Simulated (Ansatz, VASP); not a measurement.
# BeS in VASP and in Ansatz

The input INCAR:

```
SYSTEM = BeS
PREC = Accurate ; ENCUT = 520
EDIFF = 1E-7 ; ISMEAR = -1
SIGMA = 0.05 ; LREAL = .False.
LASPH = .True. ; NELM = 100
ALGO = Normal ; ISIF = 2
LWAVE = .False. ; LCHARG = .False.
GGA = PS ; NBANDS = 11
```

File KPOINTS:

```
regular mesh
0
Gamma
  9 9 9
  0 0 0
```

Contents of POSCAR:

```
BeS
1.0
    0.0000000000      2.4087243418      2.4087243418
    2.4087243418      0.0000000000      2.4087243418
    2.4087243418      2.4087243418      0.0000000000
S Be
1 1
Direct
    0.7500000000      0.7500000000      0.7500000000
    0.0000000000      0.0000000000      0.0000000000
```

Contents of input.yaml:

```yaml
crystal:
  lattice:
    - [0.0, 2.4087243418, 2.4087243418]
    - [2.4087243418, 0.0, 2.4087243418]
    - [2.4087243418, 2.4087243418, 0.0]
  atoms:
    - { symbol: S, position: [0.75, 0.75, 0.75] }
    - { symbol: Be, position: [0.0, 0.0, 0.0] }
hamiltonian:
  xc: pbesol
  pseudopotentials: { kind: paw }
kpoints:
  mp_grid: { grid: [9, 9, 9] }
scf:
  occupations: { method: fermi_dirac, width: 0.05 }
output:
  forces: true
  stress: true
  eigenvalues: true
  write_density: true
  write_potential: true
  elf: true
  volumetric_format: npy
```

Change from the starting cell: volume scaled by 0.98.

Alike in both runs: task single point; functional PBEsol; k mesh 9 × 9 × 9; occupations fermi-dirac, width 0.05 eV; no spin polarisation.

```csv
,VASP,Ansatz
version,VASP 6.6.1,Ansatz 0.2.0
potentials or method,"VASP PAW PBE potentials, release 64 (S, Be)",Ansatz PAW
plane-wave cutoff (eV),520,420
valence electrons in the cell,8,8
```

VASP gave:

```
gap on the k mesh at the Fermi level (eV) : 2.98
least direct gap on the mesh (eV)         : 5.60
pressure (GPa)                            : 1.4
```

Question: Estimate Ansatz's values.

Answer: gap on the k mesh at the Fermi level (eV): 2.98; least direct gap on the mesh (eV): 5.57; pressure (GPa): 1.3.

Caveats: the PAW data sets were made with another functional, which shifts forces and pressure a little (VASP); an odd mesh through Γ misses points on the zone boundary, where band edges often lie (VASP); odd divisions of the mesh miss points on the zone boundary, where band edges often lie, so the gap on the mesh can be too wide (Ansatz); the PAW data sets come from PBE, with cores solved anew for the run's functional, which leaves a small shift of forces and pressure (Ansatz).
